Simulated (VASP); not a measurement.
Method: PBE GGA, VASP's PBE PAW potentials (set 64) (plane waves; VASP).

Input for VASP

INCAR:
```
SYSTEM=Li3N
PREC=Accurate; ENCUT=520; LREAL=.False.
LASPH=.True.
EDIFF=1E-6; NELM=100; ALGO=Normal
ISMEAR=0; SIGMA=0.05
GGA=PE
ISIF=2
LWAVE=.False.; LCHARG=.False.
```

**KPOINTS**
```
Regular mesh
0
gamma
 6 6 5
0 0 0
```

**POSCAR**
```
Li3N
1
    1.8250000000    -3.1609930000     0.0000000000
    1.8250000000     3.1609930000     0.0000000000
    0.0000000000     0.0000000000     3.8700000000
Li N
3 1
Direct
  0.3333330000   0.6666670000   0.0000000000
  0.6666670000   0.3333330000   0.0000000000
  0.0000000000   0.0000000000   0.5000000000
  0.0000000000   0.0000000000   0.0000000000
```

POTCAR, in this order: Li_sv N (PBE.64 set). Program: vasp_std.

The run wrote:

OSZICAR:
```
       N       E                     dE             d eps       ncg     rms          rms(c)
DAV:   1     0.546008468736E+02    0.54601E+02   -0.66535E+03   462   0.135E+03
DAV:   2    -0.114884141236E+02   -0.66089E+02   -0.61936E+02   622   0.246E+02
DAV:   3    -0.188299151141E+02   -0.73415E+01   -0.73099E+01   693   0.781E+01
DAV:   4    -0.197630110340E+02   -0.93310E+00   -0.93234E+00   743   0.215E+01
DAV:   5    -0.197775840431E+02   -0.14573E-01   -0.14571E-01   618   0.328E+00    0.982E+00
DAV:   6    -0.158993668770E+02    0.38782E+01   -0.25558E+01   543   0.234E+01    0.460E+00
DAV:   7    -0.157130192619E+02    0.18635E+00   -0.14990E+00   613   0.727E+00    0.227E+00
DAV:   8    -0.156373279556E+02    0.75691E-01   -0.37739E-01   555   0.502E+00    0.123E+00
DAV:   9    -0.156254380269E+02    0.11890E-01   -0.49386E-02   573   0.154E+00    0.346E-01
DAV:  10    -0.156263655523E+02   -0.92753E-03   -0.32640E-03   608   0.357E-01    0.759E-02
DAV:  11    -0.156262771608E+02    0.88392E-04   -0.13356E-03   593   0.178E-01    0.368E-02
DAV:  12    -0.156262813599E+02   -0.41992E-05   -0.18870E-04   572   0.802E-02    0.125E-02
DAV:  13    -0.156262765084E+02    0.48515E-05   -0.37241E-05   595   0.321E-02    0.139E-03
DAV:  14    -0.156262759933E+02    0.51510E-06   -0.12330E-06   462   0.977E-03
   1 F= -.15626276E+02 E0= -.15626276E+02  d E =-.113208E-24
```

### OUTCAR
```
------------------------ aborting loop because EDIFF is reached ----------------------------------------
  FORCE on cell =-STRESS in cart. coord.  units (eV):
  Direction    XX          YY          ZZ          XY          YZ          ZX
  --------------------------------------------------------------------------------------
  Total       -0.1908869     -0.1908869     -0.0393855      0.0000000      0.0000000      0.0000000
  in kB       -6.8495064     -6.8495076     -1.4132536      0.0000000      0.0000000      0.0000000
  external PRESSURE =      -5.0374225 kB  Pullay stress =       0.0000000 kB
  volume of cell :       44.65
      direct lattice vectors                 reciprocal lattice vectors
     1.825000000 -3.160993000  0.000000000     0.273972603 -0.158178142  0.000000000
     1.825000000  3.160993000  0.000000000     0.273972603  0.158178142  0.000000000
     0.000000000  0.000000000  3.870000000     0.000000000  0.000000000  0.258397933
 POSITION                                       TOTAL-FORCE (eV/Angst)
 -----------------------------------------------------------------------------------
      1.82500      1.05367      0.00000         0.000000     -0.000000      0.000000
      1.82500     -1.05367      0.00000         0.000000      0.000000      0.000000
      0.00000      0.00000      1.93500        -0.000000     -0.000000      0.000000
      0.00000      0.00000      0.00000        -0.000000     -0.000000      0.000000
 -----------------------------------------------------------------------------------
    total drift:                                0.000000     -0.000000      0.000000
  FREE ENERGIE OF THE ION-ELECTRON SYSTEM (eV)
  ---------------------------------------------------
  free  energy   TOTEN  =       -15.6262759933 eV

  energy  without entropy=      -15.6262759933  energy(sigma->0) =      -15.62627599
```
(Selected blocks of OUTCAR.)

The compound is Li3N in the alpha structure. The cell was not relaxed at this level.
